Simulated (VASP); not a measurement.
Wanted: the native input for a VASP 6.6.1 run.

* Task: relaxation of cell and atoms
* Functional: r2SCAN
* Potentials or basis: VASP PAW PBE potentials, release 64 (Te, Pb_d)
* Cutoff: 600 eV
* k mesh: 8 × 8 × 8
* Occupations: gaussian, width 0.03 eV
* Spin: no spin polarisation
* Further INCAR settings: ALGO = Normal; EDIFF = 1e-06; IBRION = 2; EDIFFG = -0.01; NSW = 90; ISIF = 3

The structure of TePb lies in POSCAR:

```
TePb
1.0
    0.0000000000      3.2310000000      3.2310000000
    3.2310000000      0.0000000000      3.2310000000
    3.2310000000      3.2310000000      0.0000000000
Te Pb
1 1
Direct
    0.5000000000      0.5000000000      0.5000000000
    0.0000000000      0.0000000000      0.0000000000
```

The input as run:

INCAR

```
  ALGO = Normal
  EDIFF = 1E-6
  EDIFFG = -0.01
  ENCUT = 600
  IBRION = 2
  ISIF = 3
  ISMEAR = 0
  LASPH = T
  LCHARG = F
  LMIXTAU = T
  LREAL = F
  LWAVE = F
  METAGGA = R2SCAN
  NELM = 80
  NSW = 90
  PREC = Accurate
  SIGMA = 0.03
```

KPOINTS

```
k-points
0
Gamma
  8 8 8
```

Potentials or basis: VASP PAW PBE potentials, release 64 (Te, Pb_d).

The run is started by

```sh
$ cat potpaw_PBE.64/Te/POTCAR potpaw_PBE.64/Pb_d/POTCAR > POTCAR
$ mpirun -np 1 vasp_std > vasp.out
```

It gave:

- Relaxed volume: 34.89 Å³/atom
- Relaxed cell: a = 4.621 Å, b = 4.621 Å, c = 4.621 Å, α = 60.00°, β = 60.00°, γ = 60.00°
- Space group after relaxing (to 0.05 Å): Fm-3m (No. 225)
- Energy gained by relaxing: 5.4 meV/atom
- Ionic steps: 3
- Pressure after relaxing: 0.0 GPa
- Band gap on the k mesh: 1.09 eV, direct

Caveat: the PAW data sets were made with another functional, which shifts forces and pressure a little; spin-orbit coupling is left out, which as a rule narrows the gap of such compounds by several tenths of an eV.

Run time: 4.3 min on 1 thread of Intel(R) Xeon(R) Platinum 8488C (Sapphire Rapids), with other jobs on the host, peak memory 0.28 GiB.
